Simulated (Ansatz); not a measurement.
Method: DFT PBE, scalar-relativistic, plane waves, PAW (Ansatz). Settings: cutoff 420 eV, Γ-centred meshes spaced at most about 0.3 Å⁻¹, and about 0.25 Å⁻¹ or finer for metals (2π included), Gaussian smearing. No spin polarisation.

These are static total energies at zero pressure.

Compare these two cells of ZnS7, each relaxed at this level.

A.

```xyz
8
Lattice="4.5747 2.6412 2.9331 -4.5747 2.6412 2.9331 0.0000 -5.2825 2.9331" Properties=species:S:1:pos:R:3 pbc="T T T"
Zn    0.0000    0.0000    6.3902
S     0.0000    3.4117    5.3437
S    -2.8581    1.6501    3.2643
S    -2.9547   -1.7059    5.3437
S     0.0000   -3.3002    3.2643
S     2.9547   -1.7059    5.3437
S     2.8581    1.6501    3.2643
S     0.0000    0.0000    4.2592
```

B.

```xyz
8
Lattice="4.7877 0.0000 0.0000 0.0000 4.7877 0.0000 0.0000 0.0000 8.5708" Properties=species:S:1:pos:R:3 pbc="T T T"
Zn    0.0000    0.0000    3.9524
S     2.3939    0.0000    4.3335
S     0.0000    2.3939    4.3335
S     1.3199    1.3199    0.3472
S     3.4678    3.4678    0.3472
S     3.4678    1.3199    0.3472
S     1.3199    3.4678    0.3472
S     2.3939    2.3939    4.8863
```

Question: Which is lower in energy, and by how much?

Answer: A is lower, by 100 meV/atom. A has space group R3m (No. 160), 26.6 Å³/atom and a gap of 0.69 eV on its mesh; B has space group P4mm (No. 99), 24.6 Å³/atom and no gap. Counting S atoms around Zn (those within 1.25 times the shortest such distance or 1.15 times the sum of covalent radii; a plus sign parts nearer from farther groups), A has Zn 1+3 and B has Zn 4. A and B both hold S–S units of three or more atoms. Even the lower one lies +0.16 eV/atom against the reference forms of the elements (uncorrected), so neither is stable at this level. In A, around Zn lie 1 S at 2.13 Å and 3 S at 2.66 Å; around S on a site of symmetry m lie 2 S at 2.11 Å and 1 Zn at 2.66 Å; S on a second site of symmetry m has 2 S at 2.11 Å; 1 more site not described. In B, around Zn lie 4 S at 2.42 Å; around S on a site of symmetry 2mm lie 2 Zn at 2.42 Å and 2 S at 2.46 Å; S on a site of symmetry m has 2 S at 2.15 Å; 1 more site not described. Both come from invented guesses. The lowest form computed isn't among them: it has space group P2 (No. 3), 35.0 Å³/atom and lies 182 meV/atom below the best shown.

Weakly bound directions are ill-defined at this level, which has no dispersion term (R3m, P4mm), and this can change margins and order among such cells. Kohn–Sham gaps at this level usually fall short of measured ones. Cells relaxed within their symmetry can be saddle points. Some types were kept out of the candidates beforehand, so the set may lack a known form.
